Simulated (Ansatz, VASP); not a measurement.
## Ga: VASP beside Ansatz

```xyz
4
Lattice="-2.2830 0.0000 3.8692 0.0000 -4.5720 0.0000 2.2830 0.0000 3.8692" Properties=species:S:1:pos:R:3 pbc="T T T"
Ga    0.0000   -4.2131    1.1801
Ga    0.0000   -2.6449    5.0493
Ga    0.0000   -0.3589    6.5583
Ga    0.0000   -1.9271    2.6891
```

Alike in both runs: task relaxation of cell and atoms; functional PBE; k mesh 6 × 6 × 6; no spin polarisation.

```csv
,VASP,Ansatz
version,VASP 6.6.1,Ansatz 0.2.0
potentials or method,"VASP PAW PBE potentials, release 64 (Ga_d)",PAW plane waves
plane-wave cutoff (eV),600,420
occupations,"fermi-dirac, width 0.1 eV",fermi-dirac
valence electrons in the cell,52,52
```

Ansatz gave:

```
relaxed volume (Å³/atom)                                     : 20.30
relaxed cell length with the largest relative difference (Å) : 4.493
energy change over the relaxation (meV/atom)                 : -6
```

Q: What did VASP give for the same quantities?

A: Relaxed volume (Å³/atom): 20.35; relaxed cell length with the largest relative difference (Å): 4.505; energy change over the relaxation (meV/atom): -6.

PBE usually gives volumes a little too large and moduli too small. Zero-point motion and thermal expansion aren't in these numbers.
